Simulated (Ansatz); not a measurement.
Nb under changes of volume

One of the cells (18.922 Å³/atom); the others are scaled copies at fixed shape and fractional positions:

```xyz
1
Lattice="0.0000 2.1150 2.1150 2.1150 0.0000 2.1150 2.1150 2.1150 0.0000" Properties=species:S:1:pos:R:3 pbc="T T T"
Nb    0.0000    0.0000    0.0000
```

This isn't the form of Nb at room conditions, which is bcc.

| Item | Value |
| --- | --- |
| Program | Ansatz 0.2.0 |
| Functional | LDA |
| Potentials or basis | Ansatz PAW |
| Cutoff | 420 eV (not typed: the program's choice for these potentials) |
| k mesh | 11 × 11 × 11 |
| Occupations | fermi-dirac, width 0.05 eV |
| Spin | no spin polarisation |

```tsv
volume (Å³/atom)	energy over the lowest point (meV/atom)	pressure (GPa)
17.786	0.00	-1.0
18.165	6.78	-4.7
18.543	21.87	-8.0
18.922	44.50	-11.0
19.300	73.92	-13.7
19.679	109.45	-16.1
20.057	?	?
```

What does the run at 20.057 Å³/atom give?

Energy over the lowest point 150.45 meV/atom; pressure -18.3 GPa.

Worked out: A Birch-Murnaghan fit of order 3 (a polynomial in V^(-2/3)) to the other rows has its minimum at 17.69 Å³/atom, just outside them, with B0 = V·E''(V) = 188 GPa and B' = 3.9. It gives 150.42 meV/atom at 20.057 Å³/atom, against the run's 150.45, and -dE/dV = -18.4 GPa, against -18.3.

Energies are extrapolated to zero smearing.

Caveats: the PAW data sets come from PBE, with cores solved anew for the run's functional, which leaves a small shift of forces and pressure.
